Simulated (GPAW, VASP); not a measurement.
This is a calculation of Cd (Cadmium) for GPAW 26.7.0 (ASE script). 

File run.py:

```python
from ase import Atoms
from ase.dft.bandgap import bandgap
from ase.io import write
from ase.units import Bohr, GPa
from gpaw import GPAW, PW
from gpaw.elf import elf_from_dft_calculation

atoms = Atoms(['Cd', 'Cd'],
              cell=[[2.97887, 0.0, 0.0],
                    [-1.489435, 2.5797770946, 0.0],
                    [0.0, 0.0, 5.61765]],
              scaled_positions=[[0.6666666667, 0.3333333333, 0.75],
                                [0.3333333333, 0.6666666667, 0.25]],
              pbc=True)

calc = GPAW(mode=PW(600),
            xc='RPBE',
            kpts={'size': (10, 10, 5), 'gamma': True},
            occupations={'name': 'methfessel-paxton', 'order': 0, 'width': 0.05},
            nbands=21,
            convergence={'density': 1e-05, 'energy': 1e-05},
            maxiter=150,
            txt='gpaw.txt')
atoms.calc = calc
energy = atoms.get_potential_energy()
forces = atoms.get_forces()
stress = atoms.get_stress()
calc.write('gs.gpw')
write('result.traj', atoms)
print(f'Energy: {energy:.6f} eV')
print('Forces (eV/A):')
print(forces.round(4))
print('Stress (GPa):', (stress / GPa).round(3))
print('Fermi level:', round(calc.get_fermi_level(), 4), 'eV')
print(f'Gap: {bandgap(calc)[0]:.4f} eV, direct: {bandgap(calc, direct=True)[0]:.4f} eV')

# fields on the real-space grid
write('density.cube', atoms, data=calc.get_pseudo_density() * Bohr**3)
write('potential.cube', atoms, data=calc.get_electrostatic_potential())
write('elf.cube', atoms, data=elf_from_dft_calculation(calc).data)
```

Potentials or basis: the program's PAW data sets (release 1.2.1) made for this functional, pw.

Run with:

```console
$ OMP_NUM_THREADS=1 python run.py
```

Question: Translate it to VASP 6.6.1. Potentials or basis there: PBE PAW files Cd, 520 eV.

Answer: As run (cutoffs and basis follow the program's own potentials, and thresholds, step limits or extra output files can differ):

The input INCAR:

```
  ALGO = Normal
  EDIFF = 1E-7
  ENCUT = 520
  GGA = RP
  ISIF = 2
  ISMEAR = 0
  LASPH = T
  LCHARG = F
  LREAL = F
  LWAVE = F
  NELM = 60
  PREC = Accurate
  SIGMA = 0.05
```

The input KPOINTS:

```
k-points
0
Gamma
  10 10 5
```

Contents of POSCAR:

```
Cd
1.0
    2.9788700000      0.0000000000      0.0000000000
   -1.4894350000      2.5797770946      0.0000000000
    0.0000000000      0.0000000000      5.6176500000
Cd
2
Direct
    0.6666666667      0.3333333333      0.7500000000
    0.3333333333      0.6666666667      0.2500000000
```

Potentials or basis: VASP PAW PBE potentials, release 64 (Cd).

Launch:

```bash
$ cat potpaw_PBE.64/Cd/POTCAR > POTCAR
$ mpirun -np 1 vasp_std > vasp.out
```

Both were run:

|  | GPAW | VASP |
| --- | --- | --- |
| Pressure | 5.0 GPa | 5.9 GPa |

VASP's potentials were made for PBE.

Pressure is positive in compression.
